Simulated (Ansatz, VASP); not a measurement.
NaH in VASP and in Ansatz

Contents of POSCAR:

```
NaH
1.0
    2.9551000000      0.0000000000      0.0000000000
    0.0000000000      2.9551000000      0.0000000000
    0.0000000000      0.0000000000      2.9551000000
Na H
1 1
Direct
    0.0101519407      0.0000000000      0.0000000000
    0.5000000000      0.5000000000      0.5000000000
```

Contents of INCAR.step1:

```
  ALGO = Normal
  EDIFF = 1E-4
  ENCUT = 520
  GGA = PE
  ISMEAR = 0
  LASPH = T
  LCHARG = F
  LREAL = F
  LWAVE = T
  NBANDS = 11
  NELM = 100
  PREC = Accurate
  SIGMA = 0.01
```

Contents of INCAR.step2:

```
  ALGO = Normal
  EDIFF = 1E-7
  ENCUT = 520
  ISIF = 2
  ISMEAR = 0
  ISTART = 1
  LASPH = T
  LCHARG = F
  LMIXTAU = T
  LREAL = F
  LWAVE = F
  METAGGA = R2SCAN
  NBANDS = 11
  NELM = 100
  PREC = Accurate
  SIGMA = 0.01
```

The input KPOINTS:

```
k-points
0
Gamma
  6 6 6
```

Input for Ansatz:

```yaml
crystal:
  lattice:
    - [2.9551, 0.0, 0.0]
    - [0.0, 2.9551, 0.0]
    - [0.0, 0.0, 2.9551]
  atoms:
    - { symbol: Na, position: [0.010151940712666238, 0.0, 0.0] }
    - { symbol: H, position: [0.5, 0.5, 0.5] }
kpoints:
  mp_grid:
    grid: [6, 6, 6]
hamiltonian:
  xc: r2scan
scf:
  convergence:
    dr2_threshold: 1.0e-08
  occupations:
    method: fixed
output:
  polarization: {}
```

The cell comes from a database or a generator and needn't be the stable form of this composition.

Alike in both runs: task single point; functional r2SCAN; k mesh 6 × 6 × 6; no spin polarisation.

|  | VASP | Ansatz |
| --- | --- | --- |
| version | VASP 6.6.1 | Ansatz 0.2.0 |
| potentials or method | VASP PAW PBE potentials, release 64 (Na_pv, H) | plane waves, PAW |
| plane-wave cutoff (eV) | 520 | 500 |
| occupations | gaussian, width 0.01 eV | fixed |
| valence electrons in the cell | 8 | 10 |

Ansatz gave:

* gap on the k mesh at the Fermi level (eV): 1.59

**Question.** Which values does VASP return?

**Answer.** gap on the k mesh at the Fermi level (eV): 1.60.

The two sets of potentials don't hold the same shells in valence.

 A k mesh can miss the band edges. r2SCAN opens gaps a little over a GGA but as a rule still falls short of measured ones.
